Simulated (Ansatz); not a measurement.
**CoO under changes of volume**

One of the cells (9.578 Å³/atom); the others are scaled copies at fixed shape and fractional positions:

```
CELL_PARAMETERS angstrom
1.50547 0.86918 2.43993
-1.50547 0.86918 2.43993
0.00000 -1.73837 2.43993
ATOMIC_POSITIONS crystal
Co 0.00000 0.00000 0.00000
O 0.50000 0.50000 0.50000
```

The cell is a database's computed one.

```yaml
Program: Ansatz 0.2.0
Functional: PBE
Potentials_or_basis: all-electron LAPW, scalar-relativistic
Cutoff: 391 eV (chosen from the basis error)
Basis_error_allowed: 0.0005 eV/atom
k_mesh: 11 × 11 × 11
Occupations: fermi-dirac, width 0.05 eV
Spin: collinear spin, ferromagnetic start
Starting_moments: "[2.0, 0.0] μB"
```

| volume (Å³/atom) | energy over the lowest point (meV/atom) | pressure (GPa) | moment (μB per cell) |
| --- | --- | --- | --- |
| 9.003 | 19.88 | 11.4 | 2.72 |
| 9.195 | 8.27 | 7.3 | 2.80 |
| 9.387 | 1.86 | 3.4 | 2.85 |
| 9.578 | 0.00 | -0.1 | 2.90 |
| 9.770 | ? | ? | ? |
| 9.961 | 7.97 | -6.4 | 2.97 |

**Question.** What does the run at 9.770 Å³/atom give?

**Answer.** Energy over the lowest point 2.13 meV/atom; pressure -3.3 GPa; moment 2.94 μB per cell.

Worked out: A Birch-Murnaghan fit of order 3 (a polynomial in V^(-2/3)) to the other rows has its minimum at 9.57 Å³/atom with B0 = V·E''(V) = 170 GPa and B' = 5.0 at fixed shape and positions, which overstates the stiffness. It gives 2.21 meV/atom at 9.770 Å³/atom, against the run's 2.13, and -dE/dV = -3.4 GPa, against -3.3. A parabola through the other rows of the moment, of slope 0.176 μB per Å³/atom there, gives 2.94 μB, against the run's 2.94.

Energies are extrapolated to zero smearing.

Caveats: a cell with one magnetic atom can't hold antiferromagnetic order, which such compounds often take.
